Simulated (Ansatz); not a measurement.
**Energy landscape near a BN structure**

Theory: Ansatz, DFT PBE, scalar-relativistic, plane waves, PAW.

Cutoff 420 eV; k points 12×12×12 on the computed 2-atom cell (Γ-centred); Gaussian smearing, width 0.02 eV; no spin polarisation.

Reference cell:

```xyz
2
Lattice="0.0000 1.8130 1.8130 1.8130 0.0000 1.8130 1.8130 1.8130 0.0000" Properties=species:S:1:pos:R:3 pbc="T T T"
B     0.0000    0.0000    0.0000
N     2.7195    2.7195    2.7195
```

Each variant moves atoms of this cell by the vectors given, if any (Å), and then applies a symmetric strain (tensor components, Cartesian axes). The reference cell isn't relaxed at this level. Energies are per atom at zero smearing, counted from the lowest variant. Pressure is positive in compression.

1. strain (xx yy zz yz xz xy, %) -1.32 -1.32 -1.32 -2.00 -2.00 2.00; moves: B1 (0.035, 0.035, -0.035); N2 (-0.035, -0.035, 0.035)
2. strain (xx yy zz yz xz xy, %) 4.12 4.12 4.12 1.00 -1.00 -1.00; moves: B1 (-0.035, 0.035, 0.035); N2 (0.035, -0.035, -0.035)
3. strain (xx yy zz yz xz xy, %) -0.05 -0.05 -0.05 0.00 0.00 0.00
4. strain (xx yy zz yz xz xy, %) -2.56 -2.35 -2.95 -0.14 0.05 0.50; moves: B1 (-0.018, 0.003, -0.098); N2 (0.018, -0.003, 0.098)

```
result  ΔE (meV/atom) P (GPa) largest force (eV/Å) gap on mesh (eV)
     A          298.9    45.36                  5.11              2.75
     B          143.9    17.04                  3.26              3.32
     C            0.0     0.18                  0.00              4.46
     D          187.3   -34.05                  2.67              3.46
```

Q: Which variant gave which result?

A: A is 4, B is 1, C is 3, D is 2. The pressure falls as the cell grows: from the smallest volume to the largest the variants are 4, 1, 3, 2.